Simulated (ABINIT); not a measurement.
# Bi (C2/m) in ABINIT: optical spectrum with PBEsol

Aim: the optical spectrum of Bi with PBEsol.

All numbers are computed with ABINIT 10.8.3 (patched build); they aren't measurements. Logs are shortened: lines on timing, memory, paths and dates and some standing lists are left out, and cuts for length are marked. The log counts tension as positive stress, the text compression.

## Step 1: Starting point

Symmetry: C2/m, No. 12, monoclinic system. Conventional cell: a = 6.977 Å, b = 6.265 Å, c = 3.359 Å, α = 90.00°, β = 112.04°, γ = 90.00°. Bi (site symmetry m) has 6 Bi at 3.21 to 3.45 Å as nearest neighbours.

This isn't the form of Bi at room conditions, which is rhombohedral.

## Step 2: Optical spectrum, PBEsol

run.abi reads:

```
# Datasets
ndtset 3

# Pseudopotentials
pp_dirpath "./"
pseudos "Bi.upf"

# Structure
acell 3*1.0 Angstrom
rprim
     3.4885980000    -3.1325780000     0.0000000000
     3.4885980000     3.1325780000     0.0000000000
    -1.2602350000     0.0000000000     3.1135500000
ntypat 1
znucl 83
natom 2
typat 1 1
chkprim 0
chksymtnons 0
tolsym 1.0e-6
xred
   0.7530610000   0.7530610000   0.8573820000
   0.2469390000   0.2469390000   0.1426180000

# Plane-wave basis
ecut 29.0

# k points
ngkpt 10 10 16
nshiftk 1
shiftk 0.0 0.0 0.0
istwfk *1

# Exchange and correlation
ixc -116133

# Bands and occupations
occopt 4
tsmear 0.1 eV

# SCF cycle
nstep 80

# Output
iomode 3
prteig 0
prtebands 0

# Dataset 1: ground state
nband1 19
tolvrs1 1.0e-12
prtden1 1
prtwf1 0
kptopt1 1

# Dataset 2: empty bands at fixed density
iscf2 -3
getden2 1
nband2 25
nbdbuf2 4
tolwfr2 1.0e-12
nstep2 120
prtden2 0
kptopt2 1

# Dataset 3: wave functions and velocity matrix elements in the full zone
optdriver3 8
wfk_task3 "wfk_optics_fullbz"
getwfk3 2
nband3 21
kptopt3 1
prtevk3 1
inclvkb3 2
```

optic.abi reads:

```
&FILES
 ddkfile_1 = 'runo_DS3_1_EVK.nc',
 ddkfile_2 = 'runo_DS3_2_EVK.nc',
 ddkfile_3 = 'runo_DS3_3_EVK.nc',
 wfkfile = 'runo_DS3_WFK.nc'
/
&PARAMETERS
 broadening = 0.007350,
 domega = 0.002,
 maxomega = 0.8,
 scissor = 0.000000,
 tolerance = 0.002
/
&COMPUTATIONS
 num_lin_comp = 3,
 lin_comp = 11,22,33,
 num_nonlin_comp = 0
/
```

Potentials or basis: PseudoDojo NC SR PBEsol v0.4.1 standard.

Started as:

```sh
$ mpirun --bind-to none -np 4 abinit run.abi > log 2>&1
$ optic optic.abi > optic.log 2>&1
```

run.abo:

```text
.Version 10.8.3 of ABINIT
 DATASET    1 : space group C2/m (# 12); Bravais mC (1-face-center monocl.)
================================================================================
 Values of the parameters that define the memory need for DATASET  1.
     intxc =       0    ionmov =       0      iscf =       7    lmnmax =       6
     lnmax =       6     mgfft =      45  mpssoang =       3    mqgrid =    3001
     natom =       2  nloc_mem =       1    nspden =       1   nspinor =       1
    nsppol =       1      nsym =       4    n1xccc =    2501    ntypat =       1
    occopt =       4   xclevel =       2
       mpw =        3449          nfft =       64800          nkpt =         447
================================================================================
================================================================================
[... 13 lines left out ...]
 DATASET    3 : space group C2/m (# 12); Bravais mC (1-face-center monocl.)
================================================================================
 Values of the parameters that define the memory need for DATASET  3.
     intxc =       0    ionmov =       0      iscf =       7    lmnmax =       6
     lnmax =       6     mgfft =      45  mpssoang =       3    mqgrid =    3001
     natom =       2  nloc_mem =       1    nspden =       1   nspinor =       1
    nsppol =       1      nsym =       4    n1xccc =    2501    ntypat =       1
    occopt =       4   xclevel =       2
       mpw =        3449          nfft =       64800          nkpt =         447
================================================================================
================================================================================

--------------------------------------------------------------------------------
------------- Echo of variables that govern the present computation ------------
--------------------------------------------------------------------------------
 -outvars: echo values of preprocessed input variables --------
            acell      1.8897261259E+00  1.8897261259E+00  1.8897261259E+00 Bohr
              amu      2.08980370E+02
          chkprim           0
      chksymtnons           0
             ecut      2.90000000E+01 Hartree
           getden1          0
           getden2          1
           getden3          0
           getwfk1          0
           getwfk2          0
           getwfk3          2
             iscf1          7
             iscf2         -3
             iscf3          7
                       outvar_i_n : Printing only first  50 k-points.
              ixc     -116133
           jdtset        1    2    3
                       outvar_i_n : Printing only first  50 k-points.
         kptrlatt       10    0    0      0   10    0      0    0   16
          kptrlen      8.86024870E+01
            natom           2
            nband1         19
            nband2         25
            nband3         21
           nbdbuf1          0
           nbdbuf2          4
           nbdbuf3          0
           ndtset           3
            ngfft          45      45      32
             nkpt         447
            nstep1         80
            nstep2        120
            nstep3         80
             nsym           4
           ntypat           1
                       prtocc : prtvol=0, do not print more k-points.
                       prtocc : prtvol=0, do not print more k-points.
                       prtocc : prtvol=0, do not print more k-points.
           occopt           4
        optdriver1          0
        optdriver2          0
        optdriver3          8
           prtden1          1
           prtden2          0
           prtden3          1
        prtebands           0
           prteig           0
           prtevk1          0
           prtevk2          0
           prtevk3          1
            prtwf1          0
            prtwf2          1
            prtwf3          1
            rprim      3.4885980000E+00 -3.1325780000E+00  0.0000000000E+00
                       3.4885980000E+00  3.1325780000E+00  0.0000000000E+00
                      -1.2602350000E+00  0.0000000000E+00  3.1135500000E+00
          spgroup          12
           tolsym      1.00000000E-06
           tolvrs1     1.00000000E-12
           tolvrs2     0.00000000E+00
           tolvrs3     0.00000000E+00
           tolwfr1     0.00000000E+00
           tolwfr2     1.00000000E-12
           tolwfr3     0.00000000E+00
           tsmear      3.67493222E-03 Hartree
            typat      1  1
         wfk_task1          0
         wfk_task2          0
         wfk_task3          7
                       outvars : Printing only first  50 k-points.
           xangst      4.1737513922E+00 -1.1836641879E-16  2.6695017261E+00
                       1.5432096078E+00  5.7257540591E-17  4.4404827390E-01
            xcart      7.8872470489E+00 -2.2368011402E-16  5.0446271550E+00
                       2.9162435136E+00  1.0820107036E-16  8.3912962435E-01
             xred      7.5306100000E-01  7.5306100000E-01  8.5738200000E-01
                       2.4693900000E-01  2.4693900000E-01  1.4261800000E-01
            znucl       83.00000

[... 176 lines left out ...]
 mkfilename : getden/=0, take file _DEN from output of DATASET   1.

 Real(R)+Recip(G) space primitive vectors, cartesian coordinates (Bohr,Bohr^-1):
 R(1)=  6.5924948 -5.9197145  0.0000000  G(1)=  0.0758438 -0.0844635  0.0306984
 R(2)=  6.5924948  5.9197145  0.0000000  G(2)=  0.0758438  0.0844635  0.0306984
 R(3)= -2.3814990  0.0000000  5.8837568  G(3)=  0.0000000  0.0000000  0.1699594
 Unit cell volume ucvol=  4.5923530E+02 bohr^3
 Angles (23,13,12)=  1.06210145E+02  1.06210145E+02  8.38443507E+01 degrees

 getcut: wavevector=  0.0000  0.0000  0.0000  ngfft=  45  45  32
         ecut(hartree)=     29.000   => boxcut(ratio)=   2.04935
--------------------------------------------------------------------------------

================================================================================

--- !BeginCycle
iteration_state: {dtset: 2, }
solver: {iscf: -3, nstep: 120, nline: 4, wfoptalg: 0, }
tolerances: {tolwfr: 1.00E-12, }
...

     iter   Etot(hartree)      deltaE(h)  residm     vres2
 Non-SCF case, kpt    1 (  0.00000  0.00000  0.00000), residuals and eigenvalues=
  4.05E-13  3.04E-13  3.84E-13  3.44E-13  4.07E-13  4.65E-13  5.78E-13  3.48E-13
  4.50E-13  2.40E-13  3.35E-13  4.06E-13  1.63E-13  3.81E-13  2.11E-13  2.14E-13
  1.97E-13  2.66E-13  6.58E-13  2.18E-13  7.63E-13  4.00E-13  2.30E-10  1.78E-06
  1.81E-04
 -6.5183E-01 -6.5087E-01 -6.4927E-01 -6.4822E-01 -6.4526E-01 -6.4443E-01
 -6.4383E-01 -6.4347E-01 -6.4221E-01 -6.3895E-01 -2.9181E-01 -1.4792E-01
  7.7395E-02  8.7749E-02  2.9081E-01  3.0310E-01  3.2747E-01  3.4087E-01
  3.4684E-01  4.3494E-01  4.9289E-01  5.1180E-01  5.3351E-01  5.7154E-01
  5.8222E-01
 prteigrs : prtvol=0 or 1, do not print more k-points.

--- !ResultsGS
iteration_state: {dtset: 2, }
comment   : Summary of ground state results
lattice_vectors:
- [  6.5924948,  -5.9197145,   0.0000000, ]
- [  6.5924948,   5.9197145,   0.0000000, ]
- [ -2.3814990,   0.0000000,   5.8837568, ]
lattice_lengths: [   8.86025,    8.86025,    6.34745, ]
lattice_angles: [106.210, 106.210,  83.844, ] # degrees, (23, 13, 12)
lattice_volume:   4.5923530E+02
convergence: {deltae:  0.000E+00, res2:  0.000E+00, residm:  9.997E-13, diffor:  0.000E+00, }
etotal    :  -1.63852889E+02
entropy   :   0.00000000E+00
fermie    :   1.88452834E-01
cartesian_stress_tensor: null
pressure_GPa: null
xred      :
- [  7.5306E-01,   7.5306E-01,   8.5738E-01, Bi]
- [  2.4694E-01,   2.4694E-01,   1.4262E-01, Bi]
cartesian_forces: null
force_length_stats: {min: null, max: null, mean: null, }
...

 Integrated electronic density in atomic spheres:
 ------------------------------------------------
 Atom  Sphere_radius  Integrated_density
    1        2.00000         10.72610442
    2        2.00000         10.72610442
================================================================================

 ----iterations are completed or convergence reached----

 Mean square residual over all n,k,spin=   41.314E-14; max=  99.972E-14
 reduced coordinates (array xred) for    2 atoms
       0.753061000000      0.753061000000      0.857382000000
       0.246939000000      0.246939000000      0.142618000000

 cartesian coordinates (angstrom) at end:
    1      4.17375139218600    -0.00000000000000     2.66950172610000
    2      1.54320960781400     0.00000000000000     0.44404827390000
 length scales=  1.889726125908  1.889726125908  1.889726125908 bohr
              =  1.000000000000  1.000000000000  1.000000000000 angstroms
 Eigenvalues (hartree) for nkpt= 447  k points:
 kpt#   1, nband= 25, wtk=  0.00063, kpt=  0.0000  0.0000  0.0000 (reduced coord)
  -0.65183   -0.65087   -0.64927   -0.64822   -0.64526   -0.64443   -0.64383   -0.64347
  -0.64221   -0.63895   -0.29181   -0.14792    0.07739    0.08775    0.29081    0.30310
   0.32747    0.34087    0.34684    0.43494    0.49289    0.51180    0.53351    0.57154
   0.58222
      occupation numbers for kpt#   1
   2.00000    2.00000    2.00000    2.00000    2.00000    2.00000    2.00000    2.00000
   2.00000    2.00000    2.00000    2.00000    2.00000    2.00000    0.00000    0.00000
   0.00000    0.00000    0.00000    0.00000    0.00000    0.00000    0.00000    0.00000
   0.00000
 prteigrs : prtvol=0 or 1, do not print more k-points.

--- !EnergyTerms
iteration_state     : {dtset: 2, }
comment             : Components of total free energy in Hartree
kinetic             :  7.81287073950423E+01
hartree             :  3.34511921301661E+01
xc                  : -4.29130983863986E+01
Ewald energy        : -1.04978722308119E+02
psp_core            :  5.60507148213086E+00
local_psp           : -1.02692697214769E+02
non_local_psp       : -3.04533372196634E+01
internal            : -1.63852884121610E+02
'-kT*entropy'       : -4.90888966330441E-06
total_energy        : -1.63852889030500E+02
...

--- !EnergyTermsDC
iteration_state     : {dtset: 2, }
comment             : '"Double-counting" decomposition of free energy'
band_energy         : -1.30697652080109E+01
Ewald energy        : -1.04978722308119E+02
psp_core            :  5.60507148213086E+00
xc_dc               : -5.14094677354967E+01
internal            : -1.63852883769496E+02
'-kT*entropy'       : -4.90888966330441E-06
total_energy_dc     : -1.63852888678386E+02
...

================================================================================
== DATASET  3 ==================================================================

--- !DatasetInfo
iteration_state: {dtset: 3, }
dimensions: {natom: 2, nkpt: 447, mband: 21, nsppol: 1, nspinor: 1, nspden: 1, mpw: 3449, }
cutoff_energies: {ecut:  29.0, pawecutdg:  -1.0, }
electrons: {nelect:   3.00000000E+01, charge:   0.00000000E+00, occopt:   4.00000000E+00, tsmear:   3.67493222E-03, }
meta: {optdriver: 8, wfk_task: 7, }
...

 mkfilename : getwfk/=0, take file _WFK from output of DATASET   2.

--------------------------------------------------------------------------------

 Computation of velocity matrix elements (DDK)

 Parameters extracted from the Abinit header:
    ecut:     29.0
    nkpt:    1600
    mband:   25
    nsppol:  1
    nspinor: 1
    useylm:  0
    inclvkb: 2
    bmin: 1, bmax: 25
    Computing diagonal and off-diagonal matrix elements
    Between band index bmin: 1, bmax: 25

== END DATASET(S) ==============================================================
================================================================================

 -outvars: echo values of variables after computation  --------
            acell      1.8897261259E+00  1.8897261259E+00  1.8897261259E+00 Bohr
           etotal1    -1.6385288868E+02
           etotal2    -1.6385288868E+02
           etotal3     0.0000000000E+00
            fcart1     8.7703470950E-04  2.7077016347E-20  7.0524185761E-04
                      -8.7703470950E-04 -2.7077016347E-20 -7.0524185761E-04
            fcart3     0.0000000000E+00  0.0000000000E+00  0.0000000000E+00
                       0.0000000000E+00  0.0000000000E+00  0.0000000000E+00
            rprim      3.4885980000E+00 -3.1325780000E+00  0.0000000000E+00
                       3.4885980000E+00  3.1325780000E+00  0.0000000000E+00
                      -1.2602350000E+00  0.0000000000E+00  3.1135500000E+00
           strten1     1.0939498931E-04  1.1570562496E-04  1.0321518790E-04
                       0.0000000000E+00  8.7736948080E-06  0.0000000000E+00
           strten3     0.0000000000E+00  0.0000000000E+00  0.0000000000E+00
                       0.0000000000E+00  0.0000000000E+00  0.0000000000E+00
           xangst      4.1737513922E+00 -1.1836641879E-16  2.6695017261E+00
                       1.5432096078E+00  5.7257540591E-17  4.4404827390E-01
             xred      7.5306100000E-01  7.5306100000E-01  8.5738200000E-01
                       2.4693900000E-01  2.4693900000E-01  1.4261800000E-01
 Calculation completed.
```

Wall time 3.3 min (4 MPI ranks of AMD EPYC 9R45 (Zen 5), shared host); peak memory 3.1 GiB.

Results:

```yaml
Free_energy: -4458.6642 eV
Pressure: -3.2 GPa
Largest_force: 0.058 eV/Å
Band_gap_on_the_k_mesh: none (metal or under the smearing width)
```

Forces on the atoms (eV/Å):
```
Bi   0.045  0.000  0.036
Bi  -0.045  0.000 -0.036
```

Dielectric function (mean over the directions given):
```
energy (eV)  real part  imaginary part
       0.33      27.84           43.87
       0.76       6.50           19.46
       1.31       6.81           15.39
       1.74       3.99           15.40
       2.29      -0.72           10.67
       2.83      -0.16            7.47
       3.27       0.15            6.91
       3.81      -0.43            7.51
       4.25      -2.21            5.37
       4.79      -1.43            3.55
       5.33      -0.58            3.22
       5.77      -0.77            3.48
       6.31      -1.07            2.81
       6.75      -1.08            2.11
       7.29      -0.80            1.78
       7.84      -0.54            1.43
       8.27      -0.38            1.29
       8.82      -0.31            1.09
       9.36      -0.07            0.97
       9.80       0.02            0.95
      10.34       0.07            0.89
      10.78       0.15            0.85
      11.32       0.22            0.91
      11.86       0.17            0.81
      12.30       0.18            0.78
      12.84       0.16            0.72
      13.28       0.15            0.66
      13.82       0.13            0.52
      14.37       0.18            0.42
      14.80       0.26            0.36
      15.35       0.28            0.30
      15.89       0.33            0.24
      16.33       0.36            0.18
      16.87       0.44            0.11
      17.31       0.51            0.08
      17.85       0.59            0.05
      18.39       0.66            0.05
      18.83       0.70            0.04
      19.38       0.76            0.04
      19.92       0.81            0.04
```

Caveat: the intraband (Drude) term is left out; spectra need much finer meshes, so this one isn't converged; independent-particle spectra lack excitons; spin-orbit coupling is left out, which moves the levels of the heavy elements.
